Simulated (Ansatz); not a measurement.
Space group I4/mmm (No. 139). a = 3.073 Å, b = 3.073 Å, c = 14.252 Å, α = 90.00°, β = 90.00°, γ = 90.00°
| atom | site | symmetry | x | y | z |
| --- | --- | --- | --- | --- | --- |
| Al | 2a | 4/mmm | 0.0000 | 0.0000 | 0.0000 |
| Al | 4e | 4mm | 0.5000 | 0.5000 | 0.3063 |
| Ru | 4e | 4mm | 0.5000 | 0.5000 | 0.1057 |

Equation of state of this Al$_{3}$Ru$_{2}$ structure (not necessarily the ground state), with shape and atoms relaxed at each volume where symmetry leaves them free. It has no gap at any of these volumes. Method: DFT PBEsol, scalar-relativistic, plane waves, PAW in Ansatz 0.2.0.

Cutoff 420 eV; k points 16×16×16 on the computed 5-atom cell (Γ-centred); Gaussian smearing, width 0.10 eV; no spin polarisation.

```csv
V (Å³/atom),E − E(largest V) (meV/atom),P (GPa)
12.654,6.42,13.48
13.058,-18.12,6.19
13.461,-25.70,0.00
13.865,-18.91,-5.23
14.269,0.00,-9.64
```

Question: Fit a third-order Birch–Murnaghan equation to E(V).

Answer: V0 = 13.46 Å³/atom, B0 = 189 GPa, B0' = 4.6.